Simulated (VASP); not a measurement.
Runs of VASP 6.6.1 on Hf. Symmetry: P6_3/mmc, No. 194, hexagonal system. Conventional cell: a = 3.197 Å, b = 3.197 Å, c = 5.058 Å, α = 90.00°, β = 90.00°, γ = 120.00°. Hf (site symmetry -6m2) has 12 Hf at 3.13 to 3.20 Å as nearest neighbours. 

```csv
task,level,potentials or basis,spin,cell,k mesh,cutoff (eV),smearing,grid for exact exchange (PRECFOCK),exchange at q = 0,other keys,mesh quality,gap on the mesh (eV),pressure (GPa)
single point,PBE+D3(BJ),"VASP PAW PBE potentials, release 54 (Hf_pv)",off,as given,10 × 10 × 5,520,methfessel-paxton 0.1 eV,-,-,-,not flagged,none,-3.3
single point,BLYP+D3(BJ),"VASP PAW PBE potentials, release 64 (Hf_sv_GW)","SOC, no magnetisation",as given,7 × 7 × 4,600,methfessel-paxton 0.1 eV,-,-,-,not flagged,-,(a)
single point,LDA,"VASP PAW LDA potentials, release 64 (Hf_pv)",off,volume scaled by 1.08,10 × 10 × 5,520,tetrahedron,-,-,PREC = Normal; NELMDL = 0,not flagged,none,-14.0
density of states,r2SCANh+D4,"VASP PAW PBE potentials, release 64 (Hf_pv)",off,"atoms moved at random, drawn with an rms of 0.1 Å",5 × 5 × 3,520,tetrahedron,Fast,default,-,coarse,none,-1.9
```

Question: Estimate the missing entries.

Answer: (a) -5.0.

Caveats: some runs use coarse meshes; pairwise dispersion overbinds metals, which lowers pressure and volume (some runs); the PAW data sets were made with another functional, which shifts forces and pressure a little (some runs); tetrahedron occupations give inexact forces and stress in metals (some runs).

A k mesh can miss the band edges, and rows without SOC leave out spin-orbit coupling on Hf.

A gap of «none» marks a metal or a gap under the smearing width.

The runs don't all hold the same shells in valence.
